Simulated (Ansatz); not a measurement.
# TaN: a relaxation

The task, for TaN: relax the bulk.

Program: Ansatz 0.2.0. Level of theory: DFT PBE+D3(BJ), scalar-relativistic, plane waves, PAW. These are calculated values, not measurements.

2 further runs of the same task are left out: 2 set aside as unsound or not needed.

## 1. The starting structure

The structure is hexagonal, space group P-6m2 (No. 187). Conventional cell: a = 2.938 Å, b = 2.938 Å, c = 2.883 Å, α = 90.00°, β = 90.00°, γ = 120.00°. Ta (site symmetry -6m2) has 6 N at 2.23 Å as nearest neighbours. N (site symmetry -6m2) has 6 Ta at 2.23 Å as nearest neighbours.

Structure file:

```cif
data_structure
_symmetry_space_group_name_H-M 'P 1'
_symmetry_Int_Tables_number 1
_cell_length_a 2.9380
_cell_length_b 2.9380
_cell_length_c 2.8830
_cell_angle_alpha 90.000
_cell_angle_beta 90.000
_cell_angle_gamma 120.000
_cell_volume 21.55
loop_
_atom_site_label
_atom_site_type_symbol
_atom_site_fract_x
_atom_site_fract_y
_atom_site_fract_z
_atom_site_occupancy
Ta1 Ta 0.33333 0.66667 0.50000 1
N1 N 0.00000 0.00000 0.00000 1
```

The structure comes from the Crystallography Open Database.

(A quick probe on a coarse mesh, which set the mesh and smearing, is not shown.)

## 3. The relaxation

The input, input.yaml:

```yaml
crystal:
  lattice:
    - [2.9379988584, 0.0, 0.0]
    - [-1.4689994292, 2.5443816477, 0.0]
    - [0.0, 0.0, 2.883]
  atoms:
    - { symbol: Ta, position: [0.3333333333, 0.6666666667, 0.5] }
    - { symbol: "N", position: [0.0, 0.0, 0.0] }
basis:
  ecutwfc: 420
kpoints:
  mp_grid: { grid: [18, 18, 14] }
hamiltonian:
  xc: pbe
  dispersion: d3bj
scf:
  occupations: { method: gaussian, width: 0.1 }
output:
  forces: true
  stress: true
  eigenvalues: true
  write_density: true
  write_potential: true
  elf: true
  volumetric_format: npy
relax:
  adjacent_minimum: "off"
  f_tol: 0.005
  max_steps: 80
  cell: { stress_tol: 0.05 }
```

On the command line:

```
$ ansatz run input.yaml --threads 4 --pin off --max-ram 10240MiB --backend cpu --events-out ev --progress --plain --runs-dir out
```

What does the calculation give? Wanted: bulk: relaxed cell; bulk: volume.

**Answer**, as computed:

| quantity | value |
| --- | --- |
| bulk: relaxed cell | a = 2.929 Å, b = 2.929 Å, c = 2.881 Å, α = 90.00°, β = 90.00°, γ = 120.00° |
| bulk: space group (0.01 Å) | P-6m2 (No. 187) |
| bulk: volume | 10.70 Å³/atom |

Relaxation lowered the bulk's volume by 0.7 %. The start is a reported cell, which holds thermal expansion that this zero-temperature run lacks. Spin-orbit coupling is left out for Ta.
